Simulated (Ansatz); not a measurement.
`CCC(=O)[O-]`: measurement beside calculation (Ansatz, PBE0-D4/def2-TZVP geometry).

Z-matrix (Å, degrees):
```
C
C 1 1.517
H 1 1.098 2 112.0
H 1 1.093 2 110.6 3 121.2
H 1 1.093 2 110.6 3 -121.2
C 2 1.555 1 115.2 3 179.8
H 2 1.096 1 110.8 3 -58.5
H 2 1.097 1 110.8 3 58.2
O 6 1.249 2 114.6 1 179.6
O 6 1.249 2 116.6 1 -0.5
```

Measured: 1600 ± 10 cm⁻¹ (antisymmetric COO- stretch, IR multiple photon electron detachment/attachment spectroscopy); 1305 ± 10 cm⁻¹ (symmetric COO- stretch, IR multiple photon electron detachment/attachment spectroscopy); 815 ± 5 cm⁻¹ (OCO bending mode, IR multiple photon electron detachment/attachment spectroscopy). Source: Action spectroscopy of gas-phase carboxylate anions by multiple photon IR electron detachment/attachment, 2008 (arxiv:0809.2519).

Harmonic PBE0-D4 wavenumbers (cm⁻¹, unscaled): 21, 189, 260, 491, 580, 630, 814, 850, 996, 1078, 1094, 1265, 1290, 1368, 1398, 1450, 1465, 1481, 1690, 3005, 3029, 3059, 3088, 3117. Fundamentals include anharmonicity and usually lie a few per cent under these; harmonic values from spectra compare directly.
